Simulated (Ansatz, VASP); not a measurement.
# One calculation of KBr, two programs

```
K Br
1.0
     0.00000    3.42420    3.16080
     3.42420    0.00000    3.16080
     3.42420    3.42420    0.00000
K Br
1 1
Direct
  0.00000 0.00000 0.00000
  0.50000 0.50000 0.50000
```

Change from the starting cell: strain +0.040 along x and y, -0.040 along z, atoms carried along.

Alike in both runs: task single point; functional PBEsol; k mesh 6 × 6 × 6; occupations gaussian, width 0.05 eV; no spin polarisation.

|  | VASP | Ansatz |
| --- | --- | --- |
| version | VASP 6.6.1 | Ansatz 0.2.0 |
| potentials or method | VASP PAW PBE potentials, release 64 (K_sv, Br) | scalar-relativistic, plane waves, PAW |
| plane-wave cutoff (eV) | 520 | 420 |
| valence electrons in the cell | 16 | 16 |

|  | VASP | Ansatz | Ansatz less VASP |
| --- | --- | --- | --- |
| gap on the k mesh at the Fermi level (eV) | 4.17 | 4.18 | +0.003 |
| least direct gap on the mesh (eV) | 4.17 | 4.18 | +0.003 |
| pressure (GPa) | -0.4 | -0.4 | -0.04 |
| largest component of the traceless stress (GPa) | 1.57 | 1.53 | -0.034 |

Caveats: the PAW data sets were made with another functional, which shifts forces and pressure a little (VASP).
